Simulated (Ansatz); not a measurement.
Base system: GeO2 in the rutile structure (space group P4_2/mnm, No. 136; a = 4.488 Å, c = 2.905 Å).

Level of theory: Ansatz (a quantum-chemistry and plane-wave program) PBE, scalar-relativistic without spin-orbit coupling.

Its conduction minimum is a single valley at Γ with mass 0.21 mₑ.

Modification: 0.175 electrons added to each cell, a density of 3.0×10^21 cm⁻³, with a uniform compensating background at fixed cell and a 300 K Fermi–Dirac width.

Problem. Where would a parabolic band put the Fermi level, and where does the calculation put it?

Solution. k_F = (3π²n)^(1/3) = 0.446 Å⁻¹, so ħ²k_F²/2m = 3.6 eV above the band edge at zero temperature. The calculation gives 1.90 eV (to 0.05 eV): the band is strongly non-parabolic or higher valleys fill at this density.

Charged cell with a jellium background: band edges are those of the host's band count, energies are not comparable with the neutral cell, and many-body gap narrowing is missing. The levels and masses belong to the bands next to the band gap. Effective masses come from finite differences of ±0.01 Å⁻¹. No phonon test of stability was made.
